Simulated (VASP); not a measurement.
Wanted: the native input for a VASP 6.6.1 run.

```yaml
Task: single point
Functional: PBE
Potentials_or_basis: VASP PAW PBE potentials, release 64 (Tm)
Cutoff: 900 eV
k_mesh: 17 × 17 × 17
Occupations: fermi-dirac, width 0.05 eV
Spin: collinear spin, ferromagnetic start
Starting_moments: "[2.0] μB"
Further_INCAR_settings: ADDGRID = False; ALGO = Normal; EDIFF = 1e-08; NBANDS = 22
```

The structure of Tm lies in POSCAR:

```
Tm
1.0
   -1.9705499473      1.9705499473      1.9705499473
    1.9705499473     -1.9705499473      1.9705499473
    1.9705499473      1.9705499473     -1.9705499473
Tm
1
Direct
    0.0000000000      0.0000000000      0.0000000000
```

This isn't the form of Tm at room conditions, which is hcp.

These files were run (other wordings do the same):

INCAR

```
SYSTEM = Tm
PREC = Accurate ; ENCUT = 900
EDIFF = 1E-8 ; ISMEAR = -1
SIGMA = 0.05 ; LREAL = .FALSE.
LASPH = .TRUE. ; NELM = 100
ALGO = Normal ; ISIF = 2
LWAVE = .FALSE. ; LCHARG = .FALSE.
ISPIN = 2 ; MAGMOM = 2
LORBIT = 11 ; LMAXMIX = 6
GGA = PE ; NBANDS = 22
ADDGRID = .FALSE.
```

KPOINTS

```
regular mesh
0
G
  17 17 17
  0 0 0
```

Potentials or basis: VASP PAW PBE potentials, release 64 (Tm).

The run is started by

```bash
$ cat potpaw_PBE.64/Tm/POTCAR > POTCAR
$ mpirun -np 1 vasp_std > vasp.out
```

Results of the run:

```
Pressure                                              : 2.9 GPa
Band gap on the k mesh                                : none (metal or under the smearing width)
Net moment                                            : 1.14 μB per cell
Site moments                                          : Tm +1.23 μB
Valence electrons inside the program's atomic spheres : Tm 21.07
```

Caveat: the magnetic or orbital state may not be the lowest; spin-orbit coupling is left out, which moves the levels of the heavy elements.

Wall time 8.5 min on 1 thread of AMD EPYC 9R45 (Zen 5) (shared host), peak memory 0.52 GiB.
